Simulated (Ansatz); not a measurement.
Recipe of this trial structure of P: random cell by space group and Wyckoff sites (I4_1/amd, No. 141). Lengths were set from tabulated atomic sizes, so they are only a guess.

Space group I4_1/amd:1 (No. 141). a = 4.599 Å, b = 4.599 Å, c = 7.117 Å, α = 90.00°, β = 90.00°, γ = 90.00°
```csv
atom,site,symmetry,x,y,z
P,8d,.2/m.,0.5000,0.2500,0.1250
```

Method: DFT PBE, scalar-relativistic, plane waves, PAW in Ansatz 0.2.0. Cutoff 420 eV, Gaussian smearing, Γ-centred meshes. Cell and atoms relax first on a coarse mesh and then on a finer one. In between, the cell is made exact in the group found at 0.06 Å. In metals the finer mesh still leaves noise of several meV/atom or more. The steps can't lower the symmetry of their start. No spin polarisation.

A guess keeps its type if space group and coordination stay and the shape of the cell changes little (axis ratios within about 15 %, angles within 6°); the volume may change.

Question: Does it keep its structure type, or change into something else?

Answer: It keeps its type. The symmetry stays I4_1/amd (No. 141). At a tolerance of 0.15 Å it has Fd-3m, and so small a departure can be an unfinished slide or mesh noise. The volume per atom grows by 7.9 %, from 18.8 to 20.3 Å³. The shortest distance goes from 2.30 Å (P–P) to 2.41 Å (P–P). The ratio c/a of the conventional cell changes by a factor of 0.94. Counting neighbours within 15 % of an atom's shortest distance, the start has P 6 and the end P 6.

Energies count from the standard state of P at the same level. The references include black phosphorus.

Question: At what energy does it end?

Answer: +0.49 eV/atom. It lies above the standard state, so it could only be metastable.

The last run used a 14×14×14 mesh for its 4-atom cell and Gaussian smearing of 0.10 eV. The reference form of P is held partly by dispersion forces, which this level lacks. A structure relaxed within its symmetry needn't be a true minimum.
